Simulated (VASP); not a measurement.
# PbS (Pm-3m) in VASP: settings compared

Aim: see how the results for PbS move with the level of theory and the settings. Levels: r2SCAN, PBE. Tasks: elastic constants, G0W0 low-scaling quasiparticle levels, RPA correlation energy.

Everything below comes from runs of VASP 6.6.1. Logs are shortened: lines on timing, memory, paths and dates and some standing lists are left out, and cuts for length are marked.

**1. The crystal as given**

Symmetry: Pm-3m, No. 221, cubic system. Conventional cell: a = 3.654 Å, b = 3.654 Å, c = 3.654 Å, α = 90.00°, β = 90.00°, γ = 90.00°. Pb (site symmetry m-3m) has 8 S at 3.16 Å as nearest neighbours. Around S (site symmetry m-3m) lie 8 Pb at 3.16 Å.

Measurements of this composition are mostly on another form, of space group No. 225.

**2. Elastic constants, r2SCAN**

Contents of POSCAR:

```
PbS
1.0
    3.6536590000      0.0000000000      0.0000000000
    0.0000000000      3.6536590000      0.0000000000
    0.0000000000      0.0000000000      3.6536590000
Pb S
1 1
Direct
    0.0000000000      0.0000000000      0.0000000000
    0.5000000000      0.5000000000      0.5000000000
```

Contents of INCAR.step1:

```
ALGO = Normal ; EDIFF = 1E-8
EDIFFG = -0.002 ; ENCUT = 600
IBRION = 2 ; ISIF = 3
ISMEAR = 0 ; LASPH = T
LCHARG = F ; LMIXTAU = T
LREAL = F ; LWAVE = F
METAGGA = R2SCAN ; NELM = 80
NSW = 40 ; PREC = Accurate
SIGMA = 0.05
```

Contents of INCAR.step2:

```
ALGO = Normal ; EDIFF = 1E-8
ENCUT = 600 ; IBRION = 6
ISIF = 3 ; ISMEAR = 0
LASPH = T ; LCHARG = F
LMIXTAU = T ; LREAL = F
LWAVE = F ; METAGGA = R2SCAN
NELM = 80 ; NFREE = 2
NSW = 1 ; POTIM = 0.015
PREC = Accurate ; SIGMA = 0.05
```

Contents of KPOINTS:

```
k-points
0
Gamma
  5 5 5
```

Potentials or basis: VASP PAW PBE potentials, release 64 (Pb_d, S).

Launch:

```console
cat potpaw_PBE.64/Pb_d/POTCAR potpaw_PBE.64/S/POTCAR > POTCAR
cp INCAR.step1 INCAR
mpirun -np 1 vasp_std > vasp.out
cp CONTCAR POSCAR
cp INCAR.step2 INCAR
mpirun -np 1 vasp_std > vasp.out
```

OUTCAR:

```text
EDIFF = 1E-8
   ENCUT = 600
   IBRION = 6
   ISIF = 3
   ISMEAR = 0
   LASPH = T
   LREAL = F
   METAGGA = R2SCAN
   NELM = 80
   NFREE = 2
   NSW = 1
   POTIM = 0.015
   PREC = Accurate

 ion  position               nearest neighbor table
   1  0.000  0.000  0.000-   2 3.15   2 3.15   2 3.15   2 3.15   2 3.15   2 3.15   2 3.15   2 3.15

   2  0.500  0.500  0.500-   1 3.15   1 3.15   1 3.15   1 3.15   1 3.15   1 3.15   1 3.15   1 3.15

  LATTYP: Found a simple cubic cell.
 ALAT       =     3.6391656214

  Lattice vectors:

 A1 = (   3.6391656214,   0.0000000000,   0.0000000000)
 A2 = (   0.0000000000,   3.6391656214,   0.0000000000)
 A3 = (   0.0000000000,   0.0000000000,   3.6391656214)

Analysis of symmetry for initial positions (statically):
=====================================================================
 Subroutine PRICEL returns:
 Original cell was already a primitive cell.

 Routine SETGRP: Setting up the symmetry group for a
 simple cubic supercell.

 Subroutine GETGRP returns: Found 48 space group operations
 (whereof 48 operations were pure point group operations)
 out of a pool of 48 trial point group operations.

The static configuration has the point symmetry O_h .

Analysis of symmetry for dynamics (positions and initial velocities):
=====================================================================
 Subroutine PRICEL returns:
 Original cell was already a primitive cell.

 Routine SETGRP: Setting up the symmetry group for a
 simple cubic supercell.

 Subroutine GETGRP returns: Found 48 space group operations
 (whereof 48 operations were pure point group operations)
 out of a pool of 48 trial point group operations.

The dynamic configuration has the point symmetry O_h .

 Subroutine INISYM returns: Found 48 space group operations
 (whereof 48 operations are pure point group operations),
[... 315 lines left out ...]

 Free energy of the ion-electron system (eV)
  ---------------------------------------------------
  ext. energy  EPLUGINS =         0.00000000
  ---------------------------------------------------
  free energy    TOTEN  =       -65.08134828 eV

  energy without entropy =      -65.08134828  energy(sigma->0) =      -65.08134828

 E-fermi :   6.2198     XC(G=0): -10.7651

 val. band max:        5.9920181150   @ k =   0.2000   0.2000   0.2000
 cond. band min:       6.6473688692   @ k =   0.4000   0.4000   0.4000
 fundamental gap:      0.6553507543
 Fermi energy:         6.2198464933

 k-point     1 :       0.0000    0.0000    0.0000
  band No.  band energies     occupation
      1     -11.4741      2.00000
      2     -11.4741      2.00000
      3     -11.2527      2.00000
      4     -11.2527      2.00000
      5     -11.2526      2.00000
      6      -7.6226      2.00000
      7      -0.7008      2.00000
      8       4.4258      2.00000
      9       4.4258      2.00000
     10       4.4265      2.00000
     11      12.1012      0.00000
     12      12.1071      0.00000
     13      13.1282      0.00000
     14      13.1282      0.00000
[... 316 lines left out ...]
  FREE ENERGIE OF THE ION-ELECTRON SYSTEM (eV)
  ---------------------------------------------------
  free  energy   TOTEN  =       -65.0813482763 eV

  energy  without entropy=      -65.0813482763  energy(sigma->0) =      -65.08134828

 INTERNAL STRAIN TENSORS FROM STRAINED CELLS
 ============================================

 INTERNAL STRAIN TENSOR FOR ION    1 for displacements in x,y,z  (eV/Angst):
          X           Y           Z          XY          YZ          ZX
  --------------------------------------------------------------------------------
  x     0.00000     0.00000     0.00000     0.00000     0.00000    -0.00000
  y     0.00000     0.00000     0.00000     0.00000     0.00000     0.00000
  z     0.00000     0.00000     0.00000     0.00000     0.00000     0.00000

 INTERNAL STRAIN TENSORS FROM DISPLACED ATOMS
 ============================================

 INTERNAL STRAIN TENSOR FOR ION    1 for displacements in x,y,z  (eV/Angst):
          X           Y           Z          XY          YZ          ZX
  --------------------------------------------------------------------------------
  x     0.00000     0.00000     0.00000     0.00000     0.00000     0.00000
  y     0.00000     0.00000     0.00000     0.00000     0.00000     0.00000
  z     0.00000     0.00000     0.00000     0.00000     0.00000     0.00000

 INTERNAL STRAIN TENSOR FOR ION    2 for displacements in x,y,z  (eV/Angst):
          X           Y           Z          XY          YZ          ZX
  --------------------------------------------------------------------------------
  x     0.00000     0.00000     0.00000     0.00000     0.00000     0.00000
  y     0.00000     0.00000     0.00000     0.00000     0.00000     0.00000
  z     0.00000     0.00000     0.00000     0.00000     0.00000     0.00000

 Eigenvectors and eigenvalues of the dynamical matrix
 ----------------------------------------------------

   1 f  =    0.003091 THz     0.019418 2PiTHz    0.103089 cm-1     0.012781 meV
             X         Y         Z           dx          dy          dz
      0.000000  0.000000  0.000000    -0.721603    0.587109   -0.000000
      1.819583  1.819583  1.819583    -0.284575    0.231535    0.000000
[... 21 lines left out ...]
   6 f/i=    3.674158 THz    23.085416 2PiTHz  122.556723 cm-1    15.195090 meV
             X         Y         Z           dx          dy          dz
      0.000000  0.000000  0.000000     0.366868   -0.000000   -0.000000
      1.819583  1.819583  1.819583    -0.930273    0.000000    0.000000

--------------------------------------------------------------------------------------------------------

 ELASTIC MODULI CONTR FROM IONIC RELAXATION (kBar)
 Direction    XX          YY          ZZ          XY          YZ          ZX
 --------------------------------------------------------------------------------
 XX           0.0000      0.0000      0.0000      0.0000      0.0000      0.0000
 YY           0.0000      0.0000      0.0000      0.0000      0.0000      0.0000
 ZZ           0.0000      0.0000      0.0000      0.0000      0.0000      0.0000
 XY           0.0000      0.0000      0.0000      0.0000      0.0000      0.0000
 YZ           0.0000      0.0000      0.0000      0.0000      0.0000      0.0000
 ZX           0.0000      0.0000      0.0000      0.0000      0.0000      0.0000
 --------------------------------------------------------------------------------

 TOTAL ELASTIC MODULI (kBar)
 Direction    XX          YY          ZZ          XY          YZ          ZX
 --------------------------------------------------------------------------------
 XX        1377.1577    276.0292    276.0292     -0.0000      0.0000     -0.0000
 YY         276.0292   1377.1577    276.0292      0.0000      0.0000     -0.0000
 ZZ         276.0292    276.0292   1377.1577     -0.0000      0.0000      0.0000
 XY          -0.0000      0.0000     -0.0000     78.4004      0.0000      0.0000
 YZ           0.0000      0.0000      0.0000      0.0000     78.4004      0.0000
 ZX          -0.0000     -0.0000      0.0000      0.0000      0.0000     78.4004
 --------------------------------------------------------------------------------
```

OUTCAR.step1:

```text
EDIFF = 1E-8
   EDIFFG = -0.002
   ENCUT = 600
   IBRION = 2
   ISIF = 3
   ISMEAR = 0
   LASPH = T
   LREAL = F
   METAGGA = R2SCAN
   NELM = 80
   NSW = 40
   PREC = Accurate

 ion  position               nearest neighbor table
[... 270 lines left out ...]
      4     -11.2529      2.00000
      5     -11.2529      2.00000
      6      -7.6223      2.00000
      7      -0.7010      2.00000
      8       4.4262      2.00000
      9       4.4262      2.00000
     10       4.4262      2.00000
     11      12.1072      0.00000
     12      12.1072      0.00000
     13      13.1279      0.00000
     14      13.1279      0.00000
[... 180 lines left out ...]
  FREE ENERGIE OF THE ION-ELECTRON SYSTEM (eV)
  ---------------------------------------------------
  free  energy   TOTEN  =       -65.0812839178 eV

  energy  without entropy=      -65.0812839178  energy(sigma->0) =      -65.08128392

 reached required accuracy - stopping structural energy minimisation
```

OSZICAR.step1:

```text
N       E                     dE             d eps       ncg     rms          rms(c)
DAV:   1     0.100628782851E+03    0.10063E+03   -0.10676E+04   280   0.172E+03
DAV:   2    -0.578160089917E+02   -0.15844E+03   -0.15509E+03   298   0.378E+02
DAV:   3    -0.699519324614E+02   -0.12136E+02   -0.11739E+02   358   0.105E+02
[... 43 lines left out ...]
DAV:   7    -0.650812823558E+02   -0.22694E-05   -0.53855E-06   280   0.219E-02    0.133E-03
DAV:   8    -0.650812832510E+02   -0.89522E-06   -0.21508E-06   280   0.157E-02    0.100E-03
DAV:   9    -0.650812836731E+02   -0.42210E-06   -0.18829E-07   310   0.417E-03    0.547E-04
DAV:  10    -0.650812839143E+02   -0.24123E-06   -0.15628E-07   280   0.424E-03    0.176E-04
DAV:  11    -0.650812839178E+02   -0.34463E-08   -0.11424E-08   198   0.129E-03
   3 F= -.65081284E+02 E0= -.65081284E+02  d E =-.135736E-02
```

Wall time 13 min (1 thread of AMD EPYC 9R45 (Zen 5), shared host); peak memory 0.18 GiB.

Results:

```yaml
Relaxed_volume: 24.10 Å³/atom
Relaxed_cell: a = 3.639 Å, b = 3.639 Å, c = 3.639 Å, α = 90.00°, β = 90.00°, γ = 90.00°
Space_group_after_relaxing_to_0.05_Å: Pm-3m (No. 221)
Elastic_constants_C11_C12_C44: 138, 28, 8 GPa
Voigt_bulk_modulus: 64 GPa
Highest_phonon_frequency_at_Γ_LO-TO_splitting_left_out: 0 cm⁻¹
Most_unstable_mode: 123i cm⁻¹
```

Step by step:
```
step  energy change (eV)  largest force (eV/Å)  pressure (GPa)  volume (Å³)
   1              0.0000                0.0000           -0.74        48.77
   2             -0.0012                0.0000            0.30        47.98
   3             -0.0014                0.0000            0.00        48.20
```

Final structure:
```
CELL_PARAMETERS angstrom
3.63917 0.00000 0.00000
0.00000 3.63917 0.00000
0.00000 0.00000 3.63917
ATOMIC_POSITIONS crystal
Pb 0.00000 0.00000 0.00000
S 0.50000 0.50000 0.50000
```

Phonon frequencies in cm⁻¹ (negative: imaginary):
| q point | frequencies |
| --- | --- |
| (0.000, 0.000, 0.000) | -123 -123 -123 0 0 0 |

Elastic tensor in Voigt notation (GPa, in the Cartesian axes of the cell as first typed):
```
138  28  28   0   0   0
 28 138  28   0   0   0
 28  28 138   0   0   0
  0   0   0   8   0   0
  0   0   0   0   8   0
  0   0   0   0   0   8
```

Clamped-ion elastic tensor (GPa):
```
138  28  28   0   0   0
 28 138  28   0   0   0
 28  28 138   0   0   0
  0   0   0   8   0   0
  0   0   0   0   8   0
  0   0   0   0   0   8
```

Caveat: some modes are imaginary; the PAW data sets were made with another functional, which shifts forces and pressure a little.

[end of part 1 of 2]
